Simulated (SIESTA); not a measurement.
The system is CdS (Hawleyite).

```xyz
8
Lattice="5.8330 0.0000 0.0000 0.0000 5.8330 0.0000 0.0000 0.0000 5.8330" Properties=species:S:1:pos:R:3 pbc="T T T"
Cd    0.0000    0.0000    0.0000
Cd    0.0000    2.9165    2.9165
Cd    2.9165    0.0000    2.9165
Cd    2.9165    2.9165    0.0000
S     1.4583    1.4583    1.4583
S     1.4583    4.3748    4.3748
S     4.3748    4.3748    1.4583
S     4.3748    1.4583    4.3748
```

Program: SIESTA 5.4.2. Alike in all runs: task single point; no spin polarisation; cell as given; k mesh 5 × 5 × 5; smearing fermi-dirac 0.05 eV; grid cutoff 800 Ry; energy shift 0.003 Ry.

Problem. Order these runs on this cell by their pressure, lowest first.
A. level WC; potentials or basis PseudoDojo 0.4 standard (PBEsol files), DZP (energy shift 0.003 Ry; two zetas on semicore shells)
B. level LDA; potentials or basis PseudoDojo 0.4 standard (LDA files), DZP (energy shift 0.003 Ry; two zetas on semicore shells)
C. level revPBE; potentials or basis PseudoDojo 0.4 standard (PBE files), DZP (energy shift 0.003 Ry; two zetas on semicore shells)
D. level BLYP; potentials or basis PseudoDojo 0.4 standard (PBE files), DZP (energy shift 0.003 Ry; two zetas on semicore shells)
E. level PW91; potentials or basis PseudoDojo 0.4 standard (PBE files), DZP (energy shift 0.003 Ry; two zetas on semicore shells)

Solution. B (-2.2 GPa), A (0.1 GPa), E (3.0 GPa), C (4.7 GPa), D (6.5 GPa).

Caveats: the basis of atomic orbitals isn't converged, which shifts pressures, moduli and gaps; the potentials were made for another functional, which shifts forces and pressure (some runs).

Not every run made on this cell is shown here.
